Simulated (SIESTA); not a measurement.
# GaN (F-43m) in SIESTA: further runs, part 2 of 2

SIESTA 5.4.2. Earlier steps stand in the parts before.

### 3 Band structure, PBEsol

Contents of GaN.fdf:

```
SystemName                      GaN
SystemLabel                     GaN
NumberOfSpecies                 2
NumberOfAtoms                   2
%block ChemicalSpeciesLabel
  1  31 Ga
  2   7 N
%endblock ChemicalSpeciesLabel

LatticeConstant                 1.0 Ang
%block LatticeVectors
     0.0000000000     2.2535006075     2.2535006075
     2.2535006075     0.0000000000     2.2535006075
     2.2535006075     2.2535006075     0.0000000000
%endblock LatticeVectors
AtomicCoordinatesFormat         Fractional
%block AtomicCoordinatesAndAtomicSpecies
     0.0000000000     0.0000000000     0.0000000000  1  Ga
     0.2500000000     0.2500000000     0.2500000000  2  N
%endblock AtomicCoordinatesAndAtomicSpecies

%block kgrid.MonkhorstPack
   10   0   0  0.0
    0  10   0  0.0
    0   0  10  0.0
%endblock kgrid.MonkhorstPack
XC.Functional                   GGA
XC.Authors                      PBEsol
PAO.BasisSize                   DZP
PAO.EnergyShift                 0.003 Ry
Mesh.Cutoff                     800 Ry
OccupationFunction              FD
ElectronicTemperature           0.05 eV
MaxSCFIterations                120
SCF.MustConverge                false
SCF.Mixer.Method                Pulay
SCF.Mixer.Weight                0.25
SCF.Mixer.History               8
SCF.DM.Tolerance                5.0e-05
SCF.H.Tolerance                 1.0e-03 eV
WriteForces                     true
Charge.Mulliken                 end
BandLinesScale                  ReciprocalLatticeVectors
%block BandLines
    1    0.000000   0.000000   0.000000  \Gamma
   12    0.500000   0.000000   0.500000  X
    6    0.500000   0.250000   0.750000  W
    4    0.375000   0.375000   0.750000  K
   13    0.000000   0.000000   0.000000  \Gamma
   11    0.500000   0.500000   0.500000  L
    8    0.625000   0.250000   0.625000  U
    4    0.500000   0.250000   0.750000  W
    9    0.500000   0.500000   0.500000  L
    8    0.375000   0.375000   0.750000  K
    1    0.625000   0.250000   0.625000  U
    4    0.500000   0.000000   0.500000  X
%endblock BandLines
%block PAO.Basis
  Ga 4
  n=4 0 2
    6.562 0.000
  n=4 1 2
    9.354 0.000
  n=3 2 2
    3.582 0.000
  n=4 2 1
    9.354
%endblock PAO.Basis
```

Potentials or basis: PseudoDojo 0.4 standard (PBEsol files), DZP (energy shift 0.003 Ry; two zetas on semicore shells).

On the command line:

```bash
siesta GaN.fdf > GaN.out 2>&1
```

It took 72 s on 1 thread of Intel Xeon 6975P-C (Granite Rapids), shared host; peak memory 0.36 GiB.

The run converged. Its results:

* Free energy: -2359.5701 eV
* Pressure: 1.4 GPa
* Band gap on the k mesh: 1.80 eV, direct
* Band gap along the path: 1.80 eV, direct

Levels at the corners of the path, in eV from the valence-band top:
```
point  band 5  band 6  band 7  band 8  band 9  band 10  band 11  band 12  band 13  band 14
    Γ  -13.39  -13.39    0.00    0.00    0.00     1.80    10.19    10.19    10.19    20.66
    X  -13.31  -11.55   -6.24   -2.78   -2.78     3.24     6.93    11.98    14.03    14.03
    W  -13.37  -11.27   -5.79   -3.81   -3.76     6.25     8.73    10.48    11.25    15.35
    K  -13.35  -11.39   -5.99   -4.38   -2.24     4.98     7.99    11.19    13.00    13.99
    Γ  -13.39  -13.39    0.00    0.00    0.00     1.80    10.19    10.19    10.19    20.66
    L  -13.34  -12.02   -7.20   -1.00   -1.00     4.64     9.10    10.56    10.56    17.08
    U  -13.35  -11.39   -5.99   -4.38   -2.24     4.98     7.99    11.19    13.00    13.99
    W  -13.37  -11.27   -5.79   -3.81   -3.76     6.25     8.73    10.48    11.25    15.35
    L  -13.34  -12.02   -7.20   -1.00   -1.00     4.64     9.10    10.56    10.56    17.08
    K  -13.35  -11.39   -5.99   -4.38   -2.24     4.98     7.99    11.19    13.00    13.99
    U  -13.35  -11.39   -5.99   -4.38   -2.24     4.98     7.99    11.19    13.00    13.99
    X  -13.31  -11.55   -6.24   -2.78   -2.78     3.24     6.93    11.98    14.03    14.03
```

Caveat: the basis of atomic orbitals isn't converged, which shifts pressures, moduli and gaps.

### 4 Band structure, LDA

GaN.fdf, as its differences from that of step 3:

```diff
@@ -26,4 +26,4 @@
 %endblock kgrid.MonkhorstPack
-XC.Functional                   GGA
-XC.Authors                      PBEsol
+XC.Functional                   LDA
+XC.Authors                      PW92
 PAO.BasisSize                   DZP
@@ -60,5 +60,5 @@
   n=4 0 2
-    6.562 0.000
+    6.549 0.000
   n=4 1 2
-    9.354 0.000
+    9.260 0.000
   n=3 2 2
@@ -66,3 +66,3 @@
   n=4 2 1
-    9.354
+    9.260
 %endblock PAO.Basis
```

Potentials or basis: PseudoDojo 0.4 standard (LDA files), DZP (energy shift 0.003 Ry; two zetas on semicore shells).

On the command line:

```bash
siesta < GaN.fdf > GaN.out 2>&1
```

Wall time 75 s (1 thread of Intel Xeon 6975P-C (Granite Rapids), shared host); peak memory 0.36 GiB.

Results (log left out):

| Property | Result |
| --- | --- |
| Free energy | -2360.7563 eV |
| Pressure | -4.4 GPa |
| Band gap on the k mesh | 1.88 eV, direct |
| Band gap along the path | 1.88 eV, direct |

Levels at the corners of the path, in eV from the valence-band top:
```
point  band 5  band 6  band 7  band 8  band 9  band 10  band 11  band 12  band 13  band 14
    Γ  -13.47  -13.47    0.00    0.00    0.00     1.88    10.10    10.10    10.10    20.64
    X  -13.40  -11.48   -6.28   -2.78   -2.78     3.29     6.81    11.91    13.93    13.93
    W  -13.46  -11.20   -5.84   -3.80   -3.75     6.28     8.58    10.47    11.24    15.21
    K  -13.44  -11.33   -6.02   -4.37   -2.24     5.01     7.90    11.14    12.92    13.97
    Γ  -13.47  -13.47    0.00    0.00    0.00     1.88    10.10    10.10    10.10    20.64
    L  -13.43  -12.00   -7.20   -1.00   -1.00     4.62     9.08    10.51    10.51    17.07
    U  -13.44  -11.33   -6.02   -4.37   -2.24     5.01     7.90    11.14    12.92    13.97
    W  -13.46  -11.20   -5.84   -3.80   -3.75     6.28     8.58    10.47    11.24    15.21
    L  -13.43  -12.00   -7.20   -1.00   -1.00     4.62     9.08    10.51    10.51    17.07
    K  -13.44  -11.33   -6.02   -4.37   -2.24     5.01     7.90    11.14    12.92    13.97
    U  -13.44  -11.33   -6.02   -4.37   -2.24     5.01     7.90    11.14    12.92    13.97
    X  -13.40  -11.48   -6.28   -2.78   -2.78     3.29     6.81    11.91    13.93    13.93
```

Caveat: the basis of atomic orbitals isn't converged, which shifts pressures, moduli and gaps.

### 5 For comparison

An earlier run on the cell as given: functional PBEsol; potentials or basis PseudoDojo 0.4 standard (PBEsol files); basis DZP (energy shift 0.003 Ry; two zetas on semicore shells); grid cutoff 800 Ry; energy shift 0.003 Ry; k mesh 10 × 10 × 10; occupations fermi-dirac, width 0.05 eV; no spin polarisation.

* Pressure: 1.4 GPa
* Band gap on the k mesh: 1.80 eV, direct
* Hirshfeld charges: Ga +0.33; N -0.33 e
* Voronoi charges: Ga +0.41; N -0.41 e

### 6 Summary

```tsv
task	level	potentials or basis	k mesh	wannier functions	bands left out below	projections	wannier mesh	gap on the mesh (eV)	pressure (GPa)
Wannier functions	LDA	PseudoDojo 0.4 standard (LDA files), TZP (energy shift 0.003 Ry; two zetas on semicore shells)	8 × 8 × 8	9	0	["Ga:d", "N:s", "N:p"]	6 × 6 × 6	1.87	-4.8
band structure	PBEsol	PseudoDojo 0.4 standard (PBEsol files), DZP (energy shift 0.003 Ry; two zetas on semicore shells)	10 × 10 × 10	-	-	-	-	1.80	1.4
band structure	LDA	PseudoDojo 0.4 standard (LDA files), DZP (energy shift 0.003 Ry; two zetas on semicore shells)	10 × 10 × 10	-	-	-	-	1.88	-4.4
single point	PBEsol	PseudoDojo 0.4 standard (PBEsol files), DZP (energy shift 0.003 Ry; two zetas on semicore shells)	10 × 10 × 10	-	-	-	-	1.80	1.4
```

Alike in all rows: no spin polarisation; cell as given; smearing fermi-dirac 0.05 eV; grid cutoff 800 Ry; energy shift 0.003 Ry.

Caveats: the basis of atomic orbitals isn't converged, which shifts pressures, moduli and gaps.

Absolute energies hang on the potentials; compare differences alone.

### 7 Comparison with measurements

Step 2. Against the measured gap of GaN, 3.299 eV (direct; 0 K; a printed reference work, textbook), the calculated 1.87 eV is off by -1.43 eV. Spin-orbit coupling on Ga is left out. The value is that of LDA in an atomic basis (PseudoDojo 0.4 standard (LDA files), TZP (energy shift 0.003 Ry; two zetas on semicore shells)), whose error adds to the functional's, on a finite k mesh, which can miss the band edges, without temperature or zero-point motion. Semilocal functionals fall short of measured gaps as a rule. The cell is a database's relaxed one, not the measured one, which moves gaps too.

Step 3. A measured gap of GaN is 3.299 eV (direct; 0 K; a printed reference work, textbook); the calculated 1.80 eV misses it by -1.50 eV. Spin-orbit coupling on Ga is left out. The value is that of PBEsol in an atomic basis (PseudoDojo 0.4 standard (PBEsol files), DZP (energy shift 0.003 Ry; two zetas on semicore shells)), whose error adds to the functional's,, without temperature or zero-point motion. Semilocal functionals fall short of measured gaps as a rule. The cell is a database's relaxed one, not the measured one, which moves gaps too.

Step 4. Measured gap of GaN: 3.299 eV (direct; 0 K; a printed reference work, textbook). This calculation gives 1.88 eV (-1.42 eV). Spin-orbit coupling on Ga is left out. The value is that of LDA in an atomic basis (PseudoDojo 0.4 standard (LDA files), DZP (energy shift 0.003 Ry; two zetas on semicore shells)), whose error adds to the functional's,, without temperature or zero-point motion. Semilocal functionals fall short of measured gaps as a rule. The cell is a database's relaxed one, not the measured one, which moves gaps too.
